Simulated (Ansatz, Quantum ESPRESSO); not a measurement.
# KI (Pm-3m): the LO frequency by hand

Wanted: the LO mode of KI (Pm-3m) from the TO mode and the field response.

Method: DFT LDA, scalar-relativistic, plane waves, JTH PAW pseudopotentials, in Quantum ESPRESSO 7.5.

## Step 1: The relaxed structure

The structure is cubic, space group Pm-3m (No. 221). Conventional cell: a = 4.124 Å, b = 4.124 Å, c = 4.124 Å, α = 90.00°, β = 90.00°, γ = 90.00°. K has 8 I at 3.57 Å nearest. Nearest to I lie 8 K at 3.57 Å. Farther neighbours and most contacts between anions are not listed.

This is the cell after its relaxation at this level of theory, not the database cell from which that began.

## Step 2: What the response run gave

A linear-response run on the relaxed cell, with the response to an electric field; only its zone-centre results are used. Cutoff 40 Ry, k mesh 6×6×6.

Output:

```text
[banners, grids, parts of the stress and lines that vanish by symmetry left out]
Program PHONON v.7.5
     Reading xml data from directory:

[...]
Exchange-correlation= PW
                           (   1   4   0   0   0   0   0)
[...]
(   4 q-points):
[...]
kinetic-energy cut-off    =      40.0000  Ry
     charge density cut-off    =     200.0000  Ry
     convergence threshold     =      1.0E-18
[...]
Exchange-correlation= PW
                           (   1   4   0   0   0   0   0)
[...]
q = (   0.0000000   0.0000000   0.0000000 )
     49 Sym.Ops. (with q -> -q+G )
     G cutoff =  307.7121  (  22647 G-vectors)     FFT grid: ( 36, 36, 36)
     G cutoff =  246.1696  (  16279 G-vectors)  smooth grid: ( 32, 32, 32)
     number of k points=    20
[...]
Mode symmetry, O_h (m-3m)  point group:
[...]
Dielectric constant
[...]
End of electric fields calculation
          Dielectric constant in cartesian axis
          (       3.617996904       0.000000000       0.000000000 )
          (       0.000000000       3.617996904       0.000000000 )
          (       0.000000000       0.000000000       3.617996904 )
          Effective charges (d Force / dE) in cartesian axis without acoustic sum rule applied (asr)
           atom    1  K     Mean Z*:        1.23035
      Ex  (        1.23035        0.00000        0.00000 )
      Ey  (        0.00000        1.23035        0.00000 )
      Ez  (        0.00000        0.00000        1.23035 )
           atom    2  I     Mean Z*:       -1.24750
      Ex  (       -1.24750        0.00000        0.00000 )
      Ey  (        0.00000       -1.24750        0.00000 )
      Ez  (        0.00000        0.00000       -1.24750 )
          Effective charges Sum: Mean:       -0.01715
[...]
Effective charges (d Force / dE) in cartesian axis with asr applied:
           atom    1  K     Mean Z*:        1.23893
[...]
atom    2  I     Mean Z*:       -1.23893
[...]
Representation #   1 modes #   1   2   3
[...]
End of self-consistent calculation
     Convergence has been achieved
     Representation #   2 modes #   4   5   6
[...]
End of self-consistent calculation
     Convergence has been achieved
[...]
Dielectric constant in cartesian axis
          (       3.617996904       0.000000000       0.000000000 )
          (       0.000000000       3.617996904       0.000000000 )
          (       0.000000000       0.000000000       3.617996904 )
          Effective charges (d Force / dE) in cartesian axis without acoustic sum rule applied (asr)
[...]
End of self-consistent calculation
     Convergence has been achieved
     Representation #   3 mode #   4
[...]
Convergence has been achieved
     Representation #   4 modes #   5   6
[...]
Convergence has been achieved
[...]
q = (    0.000000000   0.000000000  -0.500000000 )
[...]
freq (    1) =       1.135155 [THz] =      37.864703 [cm-1]
     freq (    2) =       1.135155 [THz] =      37.864703 [cm-1]
     freq (    3) =       2.203269 [THz] =      73.493158 [cm-1]
     freq (    4) =       2.203269 [THz] =      73.493158 [cm-1]
     freq (    5) =       2.452143 [THz] =      81.794703 [cm-1]
     freq (    6) =       4.132688 [THz] =     137.851627 [cm-1]
[...]
Mode symmetry, D_4h(4/mmm) point group:
     freq (   1-   2) =         37.9  [cm-1]   --> E_g  X_5  M_5
     freq (   3-   4) =         73.5  [cm-1]   --> E_u  X_5' M_5'
     freq (   5-   5) =         81.8  [cm-1]   --> A_1g X_1  M_1
     freq (   6-   6) =        137.9  [cm-1]   --> A_2u X_4' M_4'
[...]
Mode symmetry, D_4h(4/mmm) point group:
[...]
Representation #   1 mode #   1
[...]
Convergence has been achieved
     Representation #   2 mode #   2
[...]
Convergence has been achieved
     Representation #   3 modes #   3   4
[...]
Convergence has been achieved
     Representation #   4 modes #   5   6
[...]
Convergence has been achieved
[...]
q = (    0.000000000  -0.500000000  -0.500000000 )
[...]
freq (    1) =       0.837624 [THz] =      27.940124 [cm-1]
     freq (    2) =       1.959353 [THz] =      65.356992 [cm-1]
     freq (    3) =       1.959353 [THz] =      65.356992 [cm-1]
     freq (    4) =       2.097894 [THz] =      69.978204 [cm-1]
     freq (    5) =       3.254390 [THz] =     108.554763 [cm-1]
     freq (    6) =       3.254390 [THz] =     108.554763 [cm-1]
[...]
Mode symmetry, D_4h(4/mmm) point group:
     freq (   1-   1) =         27.9  [cm-1]   --> B_1u X_2' M_2'
     freq (   2-   3) =         65.4  [cm-1]   --> E_u  X_5' M_5'
     freq (   4-   4) =         70.0  [cm-1]   --> A_2u X_4' M_4'
     freq (   5-   6) =        108.6  [cm-1]   --> E_u  X_5' M_5'
[...]
Mode symmetry, O_h (m-3m)  point group:
[...]
Representation #   1 modes #   1   2   3
[...]
End of self-consistent calculation
     Convergence has been achieved
     Representation #   2 modes #   4   5   6
[...]
End of self-consistent calculation
     Convergence has been achieved
[...]
q = (   -0.500000000  -0.500000000  -0.500000000 )
[...]
freq (    1) =       2.137206 [THz] =      71.289531 [cm-1]
     freq (    2) =       2.137206 [THz] =      71.289531 [cm-1]
     freq (    3) =       2.137206 [THz] =      71.289531 [cm-1]
     freq (    4) =       3.083469 [THz] =     102.853440 [cm-1]
     freq (    5) =       3.083469 [THz] =     102.853440 [cm-1]
     freq (    6) =       3.083469 [THz] =     102.853440 [cm-1]
[...]
Mode symmetry, O_h (m-3m)  point group:
     freq (   1-   3) =         71.3  [cm-1]   --> T_2g G_25' G_5+
     freq (   4-   6) =        102.9  [cm-1]   --> T_1u G_15  G_4-

   JOB DONE.
```

```
                       quantity    value
             cell volume Ω (Å³)   70.148
                  mass of K (u)   39.098
                  mass of I (u)  126.904
      Born charge of K, raw (e)    1.230
      Born charge of I, raw (e)   -1.248
                             ε∞    3.618
ω(TO) after the sum rule (cm⁻¹)     88.3
```

## Step 3: The calculation

The charges must sum to zero over the cell; taking off their mean, -0.009 e, leaves Z* = 1.239 e on K. In the polar mode K moves against I, so the reduced mass is μ = 39.10 × 126.90 / 166.00 = 29.890 u.

A longitudinal wave builds up a field that adds to the restoring force: ω(LO)² = ω(TO)² + 4π Z*² / (μ Ω ε∞), in Hartree atomic units. With μ = 54485 electron masses and Ω = 473.38 bohr³ the second term is 2.0671e-07 Ha², or 9957 cm⁻² (1 Ha = 219474.6 cm⁻¹).

So ω(LO) = √(7797 + 9957) = 133.2 cm⁻¹, and by the Lyddane-Sachs-Teller relation ε₀ = ε∞ (ω(LO)/ω(TO))² = 8.24.

## Step 4: Check against the program

The analysis program adds the same non-analytic term to the full matrix, here for q along (1 0 0).

Output:

```text
[banner, memory and clock lines left out]
Program DYNMAT v.7.5

     Reading Dynamical Matrix from file x.dyn1
     ...Force constants read
     ...epsilon and Z* read

     Polarizability (A^3 units)
     multiply by 0.533998 for Clausius-Mossotti correction
        14.614166    0.000000    0.000000
         0.000000   14.614166    0.000000
         0.000000    0.000000   14.614166

     IR activities are in (D/A)^2/amu units

# mode   [cm-1]    [THz]      IR
    1     -0.00   -0.0000    0.0000
    2     -0.00   -0.0000    0.0000
    3      0.00    0.0000    0.0000
    4     88.30    2.6471    1.1848
    5     88.30    2.6471    1.1848
    6    133.24    3.9945    1.1848
```

ε₀ comes from the program's run without a direction of q.

```
    quantity  by hand  program
ω(LO) (cm⁻¹)    133.2    133.2
          ε₀     8.24     8.24
```

## Step 5: What came out

```yaml
to_mode: 88.3 cm⁻¹
lo_mode: 133.2 cm⁻¹
static_dielectric_constant: 8.238
```

**Reading.** The LO mode of KI (Pm-3m) lies at 133 cm⁻¹, 45 cm⁻¹ above the TO mode; the formula meets the program within 0.1 cm⁻¹, as it must for a cubic crystal with one polar mode. ω(LO)² − ω(TO)² goes with Z*²/ε∞: an error of 5 % in ε∞ would move the LO mode by 1.8 cm⁻¹, and semilocal functionals tend to overestimate ε∞. The raw charges miss their sum by 0.017 e, a sign that the k mesh is short for the field response, so ε∞ may be some per cent too high. These are harmonic values at zero temperature, at the volume of this functional, for the structure held cubic; stability elsewhere in the zone is no part of this calculation.

[Host names and launcher messages were left out of these logs when they were recorded.]

[Logs are printed without paths, hosts, clocks, repeated set-up lines and the standing remarks that a program may print on its own settings, such as how far it seeks lower states.]

[Hosts, paths, dates, database ids (printed as entryN), source tags and the programs' standing remarks are cut or masked in the printed files.]
